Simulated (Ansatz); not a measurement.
# Hf3N4: properties at the relaxed cell

An exercise on one series of results from a longer session: the logs are not shown, and one member is left open.

Method: DFT PBEsol, scalar-relativistic, plane waves, PAW, in Ansatz 0.2.0.

**The structure to begin with**

The structure is cubic, space group I-43d (No. 220). The conventional cell has a = 6.651 Å, b = 6.651 Å, c = 6.651 Å, α = 90.00°, β = 90.00°, γ = 90.00°. Around Hf (site symmetry -4) lie 8 N at 2.21 to 2.40 Å. N (site symmetry 3) is surrounded by 6 Hf at 2.21 to 2.40 Å.

Structure file:

```
CELL_PARAMETERS angstrom
-3.32551 3.32551 3.32551
3.32551 -3.32551 3.32551
3.32551 3.32551 -3.32551
ATOMIC_POSITIONS crystal
Hf 0.25000 0.62500 0.37500
Hf 0.37500 0.25000 0.62500
Hf 0.75000 0.87500 0.12500
Hf 0.12500 0.75000 0.87500
Hf 0.62500 0.37500 0.25000
Hf 0.87500 0.12500 0.75000
N 0.13946 0.13946 0.13946
N 0.86054 0.50000 0.00000
N 0.50000 0.00000 0.36054
N 0.00000 0.86054 0.50000
N 0.36054 0.50000 0.00000
N 0.63946 0.63946 0.63946
N 0.00000 0.36054 0.50000
N 0.50000 0.00000 0.86054
```

It is the result of an earlier relaxation at this level (volume 10.51 Å³/atom; gap on the mesh: 1.02 eV).

The first run:

Contents of input.yaml:

```yaml
crystal:
  lattice:
    - [-3.2919167499, 3.2919167499, 3.2919167499]
    - [3.2919167499, -3.2919167499, 3.2919167499]
    - [3.2919167499, 3.2919167499, -3.2919167499]
  atoms:
    - { symbol: Hf, position: [0.25, 0.625, 0.375] }
    - { symbol: Hf, position: [0.375, 0.25, 0.625] }
    - { symbol: Hf, position: [0.75, 0.875, 0.125] }
    - { symbol: Hf, position: [0.125, 0.75, 0.875] }
    - { symbol: Hf, position: [0.625, 0.375, 0.25] }
    - { symbol: Hf, position: [0.875, 0.125, 0.75] }
    - { symbol: "N", position: [0.1394611949, 0.1394611949, 0.1394611949] }
    - { symbol: "N", position: [0.8605388051, 0.5, 0.0] }
    - { symbol: "N", position: [0.5, 0.0, 0.3605388051] }
    - { symbol: "N", position: [0.0, 0.8605388051, 0.5] }
    - { symbol: "N", position: [0.3605388051, 0.5, 0.0] }
    - { symbol: "N", position: [0.6394611949, 0.6394611949, 0.6394611949] }
    - { symbol: "N", position: [0.0, 0.3605388051, 0.5] }
    - { symbol: "N", position: [0.5, 0.0, 0.8605388051] }
basis:
  ecutwfc: 420
kpoints:
  mp_grid: { grid: [6, 6, 6] }
hamiltonian:
  xc: pbesol
scf:
  occupations: { method: gaussian, width: 0.02 }
output:
  forces: true
  stress: true
  eigenvalues: true
relax:
  adjacent_minimum: "off"
  f_tol: 0.01
  max_steps: 30
```

Started as:

```
$ ansatz run input.yaml --threads 4 --pin off --max-ram 10240MiB --backend cpu --events-out ev --progress --plain --runs-dir out
```

Steps of the session up to this table: The cell scaled to 0.97 of its volume; Point at V/V0 = 1.03; Point at V/V0 = 0.94; Volume × 1.06; Volume × 0.91; Point at V/V0 = 1.10; Point at V/V0 = 0.88.

One of the session's tables, all rows but one given; the rest of the session is left out.

It belongs to the step «Energy against volume». 

| volume (Å³/atom) | energy above the lowest point (meV/atom) | pressure (GPa) | gap on the mesh (eV) |
| --- | --- | --- | --- |
| 9.247 | 158.1 | 45.54 | 1.12 |
| 9.562 | 83.1 | 31.00 | 1.14 |
| 9.877 | 34.5 | 18.73 | 1.13 |
| 10.192 | ? | ? | ? |
| 10.508 | 0.0 | 0.01 | 1.02 |
| 10.823 | 6.9 | -6.73 | 0.96 |
| 11.138 | 25.3 | -11.65 | 0.95 |
| 11.558 | 61.8 | -15.71 | 1.08 |

Estimate the missing values for volume (Å³/atom) = 10.192.

Worked estimate for «energy above the lowest point (meV/atom)». A straight line through the neighbours (9.877, 34.5) and (10.508, 0.0) gives 34.5 + (0.0 − 34.5) × (10.192 − 9.877) / (10.508 − 9.877) = 17.3; a parabola fitted to 4 rows on both sides gives 8.0.

The run gave: energy above the lowest point (meV/atom): 8.1; pressure (GPa): 8.45; gap on the mesh (eV): 1.09. In «energy above the lowest point (meV/atom)» the line misses by +9.2 and the parabola by -0.1.

Caveats from the session: The gap on the mesh goes from 1.12 eV at the smallest volume to 1.08 eV at the largest, through a dip to 0.95 eV between. Warnings in the runs' records: stress scf threshold loose.
